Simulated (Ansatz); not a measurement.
Re, DFT, PBE, all-electron LAPW, scalar-relativistic (Ansatz 0.2.0), run on 1 thread of Arm Neoverse V1 on a shared host.

The geometry is COD entry 1534939, unchecked; take it as a test cell. The listed cell was then made from it by scaling, straining or moving an atom.

Command: `ansatz run input.yaml --threads 1 --pin off --max-ram 3072MiB --backend cpu --events-out ev --progress --plain --runs-dir out`

```yaml
crystal:
  lattice:
    - [0.01975, 1.984875, 1.984875]
    - [1.984875, 0.01975, 1.984875]
    - [1.984875, 1.984875, 0.01975]
  atoms:
    - { symbol: Re, position: [0.0, 0.0, 0.0] }
kpoints:
  mp_grid: { grid: [14, 14, 14] }
  band_path:
    path:
      - [0.0, 0.0, 0.0]
      - [0.5, 0.5, 0.5]
      - [0.247543133, 0.5, 0.752456867]
      - [-0.247543133, 0.247543133, 0.5]
      - [0.0, 0.0, 0.5]
      - [0.0, 0.0, 0.0]
      - [-0.3737715665, 0.0, 0.3737715665]
      - [0.0, 0.3737715665, 0.6262284335]
      - [0.0, 0.5, 0.5]
    npoints: 5
scf:
  occupations: { method: fermi_dirac, width: 0.03 }
hamiltonian:
  xc: pbe
  pseudopotentials: { kind: all_electron, lapw: { basis_error: 0.001 } }
output:
  forces: true
  stress: true
  eigenvalues: true
```

How large is the problem that the program sets up?

288 irreducible k-points, 169 plane waves at Γ, 24 bands.

About how long does it take, and how much memory does it use?

37 s of wall time for 8 SCF iterations, with a peak of 0.5 GiB. Times on shared machines scatter by tens of per cent.
